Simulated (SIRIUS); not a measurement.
TiCo in SIRIUS: convergence with smearing width

Crystal: TiCo.

```
CELL_PARAMETERS angstrom
2.98611 0.00000 0.00000
0.00000 2.98611 0.00000
0.00000 0.00000 2.98611
ATOMIC_POSITIONS crystal
Co 0.50000 0.50000 0.50000
Ti 0.00000 0.00000 0.00000
```

The cell comes from a database or a generator and needn't be the stable form of this composition.

```yaml
Program: SIRIUS 7.12.0
Task: convergence study
Functional: PBE
Potentials_or_basis: all-electron FP-LAPW
Cutoff: 183 eV
Basis: apw+lo standard
k_mesh: 9 × 9 × 9
Occupations: fermi-dirac, width 0.3 eV
Spin: collinear spin, ferromagnetic start
Starting_moments: "[2.0, 1.0] μB"
```

These are the settings of the first run; the series varies smearing width, with any setting tied to it.

Hardware: 1 thread of Intel(R) Xeon(R) Processor @ 2.50GHz (Skylake/Cascade Lake), on a shared host.

```
smearing width  energy less the tightest run, at zero smearing (meV/atom)  largest site moment (μB)  SCF cycles  CPU time (s)  peak memory (GiB)
        0.3 eV                                                       9.92                         -          19           300               0.59
        0.2 eV                                                       4.03                      0.60          17           260               0.59
        0.1 eV                                                      -0.09                      0.84          16           250               0.59
       0.05 eV                                                       0.19                      0.89          16           260               0.59
      0.025 eV                                                       0.11                      0.91          18           270               0.59
       0.01 eV                                                       0.00                      0.92          20           290               0.59
```

Against the tightest run, the energy stays within 1 meV/atom from 0.1 eV on; the largest site moment stays within 0.02 μB from 0.025 eV on. Narrower smearing needs a denser k mesh, so at a fixed mesh the narrowest width isn't the most accurate. The tightest run that finished is the yardstick and may itself not be fully converged.
